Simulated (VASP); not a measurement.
# Settings for Si: energy difference of two geometries

Si, Fd-3m (no. 227), 2 atoms in the cell. R2SCAN, energy difference of two geometries; PAW potentials Si (PBE set). VASP 6.6.1.

Wanted: energy difference within 0.5 meV/atom.

What the run is for: energy difference; Accuracy asked: standard; Second geometry: last atom moved by 0.04 A along z, cell strained by +1.0% along z.

The series start from Plane-wave cutoff (eV): 320; k-point mesh: 7 × 7 × 7; Precision mode (PREC): Accurate; Electronic threshold (eV): 1e-6; Aspherical gradient terms in the spheres (LASPH): yes; Electronic algorithm: ALGO=Normal. Each series keeps the choices made before it, and each single choice may use up half of a tolerance. Times cover all steps of a run.

## Plane-wave cutoff (eV)

| Plane-wave cutoff (eV) | Energy difference (meV/atom) | Time (s) |
|---|---|---|
| 200 | 6.17 | 25 |
| 240 | 6.61 | 26 |
| 280 | 6.78 | 27 |
| 320 | 6.81 | 20 |
| 370 | 6.84 | 26 |
| 430 | 6.84 | 57 |
| 510 | 6.84 | 54 |
| 640 (reference) | 6.84 | 50 |

Chosen: 240, the loosest value from which every tighter one stays within half of the tolerance.

## k-point mesh

| k-point mesh | Energy difference (meV/atom) | Time (s) |
|---|---|---|
| 2 × 2 × 2 | -0.67 | 10 |
| 3 × 3 × 3 | 5.06 | 9.6 |
| 4 × 4 × 4 | 6.39 | 11 |
| 5 × 5 × 5 | 6.57 | 13 |
| 6 × 6 × 6 | 6.61 | 20 |
| 7 × 7 × 7 | 6.61 | 26 |
| 9 × 9 × 9 | 6.75 | 31 |
| 11 × 11 × 11 | 6.68 | 49 |
| 14 × 14 × 14 (reference) | 6.63 | 86 |

Chosen: 4 × 4 × 4.

## Precision mode (PREC)

| Precision mode (PREC) | Energy difference (meV/atom) | Time (s) |
|---|---|---|
| SingleN | 7.34 | 5.8 |
| Normal | 6.24 | 6.4 |
| Single | 6.84 | 9.0 |
| Accurate (reference) | 6.39 | 11 |

Chosen: Accurate; the one before it in the list is off by more than half of the tolerance.

## Electronic threshold (eV)

| Electronic threshold (eV) | Energy difference (meV/atom) | Time (s) |
|---|---|---|
| 0.001 | 6.40 | 6.9 |
| 0.0001 | 6.39 | 9.8 |
| 1e-5 | 6.39 | 11 |
| 1e-6 | 6.39 | 11 |
| 1e-7 (reference) | 6.39 | 15 |

Chosen: 0.001.

## Aspherical gradient terms in the spheres (LASPH)

| Aspherical gradient terms in the spheres (LASPH) | Energy difference (meV/atom) | Time (s) |
|---|---|---|
| no | 6.40 | 5.7 |
| yes (reference) | 6.40 | 6.9 |

Chosen: no.

## Electronic algorithm

| Electronic algorithm | Energy difference (meV/atom) | Time (s) |
|---|---|---|
| ALGO=Normal | 6.40 | 5.7 |
| ALGO=Fast | 6.36 | 7.0 |
| ALGO=VeryFast | 6.35 | 8.0 |
| ALGO=All ISEARCH=1 | 6.39 | 6.3 |
| ALGO=All ISEARCH=0 | 6.39 | 6.0 |
| ALGO=Damped TIME=0.4 | 6.39 | 6.5 |
| ALGO=Damped TIME=0.1 | 6.38 | 6.5 |

Chosen: ALGO=Normal; no other choice that stays within half of the tolerance saves 30 % of the time.

## All choices together

| Input | Energy difference (meV/atom) | Time (s) |
|---|---|---|
| the program's defaults (naive) | 5.63 | 3.5 |
| chosen settings | 6.40 | 5.7 |
| reference settings throughout | 6.85 | 278 |

The tolerance is met.

## The input

INCAR:
```
SYSTEM = Si
METAGGA = R2SCAN
ISMEAR = 0
SIGMA = 0.03
LWAVE = .FALSE.
LCHARG = .FALSE.
ISIF = 2
PREC = Accurate
LASPH = .FALSE.
LREAL = .FALSE.
ALGO = Normal
EDIFF = 0.001
NELM = 120
GGA_COMPAT = .FALSE.
ENCUT = 240
EFERMI = MIDGAP
LMIXTAU = .TRUE.
KPAR = 2
```

KPOINTS:
```
Automatic mesh
0
Gamma
  4 4 4
  0 0 0
```

POSCAR.step1:
```
Si
1.0
    0.0000000000      2.7218511865      2.7218511865
    2.7218511865      0.0000000000      2.7218511865
    2.7218511865      2.7218511865      0.0000000000
Si
2
Direct
    0.5000000000      0.5000000000      0.5000000000
    0.7500000000      0.7500000000      0.7500000000
```

POSCAR.step2:
```
Si
1.0
    0.0000000000      2.7218511865      2.7490696984
    2.7218511865      0.0000000000      2.7490696984
    2.7218511865      2.7218511865      0.0000000000
Si
2
Direct
    0.5000000000      0.5000000000      0.5000000000
    0.7573479400      0.7573479400      0.7426520600
```

Commands (each step's output is kept before the next begins):
```
cat potpaw_PBE.64/Si/POTCAR > POTCAR
cp POSCAR.step1 POSCAR
mpirun -np 2 vasp_std > vasp.out
cp POSCAR.step2 POSCAR
mpirun -np 2 vasp_std > vasp.out
```

The chosen input took VASP 6.6.1 5.7 s on 2 cores (Intel Xeon Platinum 8488C (Sapphire Rapids)), a shared host.
